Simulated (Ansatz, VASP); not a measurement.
**ZnS: VASP beside Ansatz**

```
Zn S
1.0
     0.00000    2.68503    2.68503
     2.68503    0.00000    2.68503
     2.68503    2.68503    0.00000
Zn S
1 1
Direct
  0.25000 0.25000 0.25000
  0.00000 0.00000 0.00000
```

Alike in both runs: task single point; functional PBE; k mesh 8 × 8 × 8; occupations gaussian, width 0.05 eV; no spin polarisation.

|  | VASP | Ansatz |
| --- | --- | --- |
| version | VASP 6.6.1 | Ansatz 0.2.0 |
| potentials or method | VASP PAW PBE potentials, release 64 (Zn, S) | scalar-relativistic, plane waves, PAW |
| plane-wave cutoff (eV) | 520 | 420 |
| valence electrons in the cell | 18 | 18 |

|  | VASP | Ansatz | Ansatz less VASP |
| --- | --- | --- | --- |
| gap on the k mesh at the Fermi level (eV) | 2.20 | 2.19 | -0.006 |
| least direct gap on the mesh (eV) | 2.20 | 2.19 | -0.006 |
| pressure (GPa) | 3.3 | 3.1 | -0.18 |
